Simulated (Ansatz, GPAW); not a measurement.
Fe: 3 runs at one level of theory

```xyz
1
Lattice="-1.4430 1.4430 1.4430 1.4430 -1.4430 1.4430 1.4430 1.4430 -1.4430" Properties=species:S:1:pos:R:3 pbc="T T T"
Fe    0.0000    0.0000    0.0000
```

Alike in all runs: task single point; functional PBE; k mesh 13 × 13 × 13; occupations gaussian, width 0.024 eV; collinear spin, ferromagnetic start; no spin-orbit coupling. Pressure is positive in compression and, in plane waves, holds the error of the finite cutoff, which Ansatz's Pulay term estimates and takes out.

```tsv
program and potentials	plane-wave cutoff (eV)	notes	pressure (GPa)	net moment per atom (μB)
Ansatz, Ansatz PAW	420	16 valence electrons an atom on average; Pulay term of +0.09 GPa included	-9.56	2.25
GPAW, GPAW PAW data sets (gpaw-data 1.2.1)	600	8 valence electrons an atom on average	-7.93	2.25
Ansatz, all-electron LAPW, scalar-relativistic	-	-	?	?
```

Q: Estimate from the other rows what the run with Ansatz, all-electron LAPW, scalar-relativistic gave.

A: Pressure -9.76 GPa; net moment per atom 2.24 μB. The other rows, which needn't bracket it: pressure -9.56 to -7.93; net moment per atom 2.25.
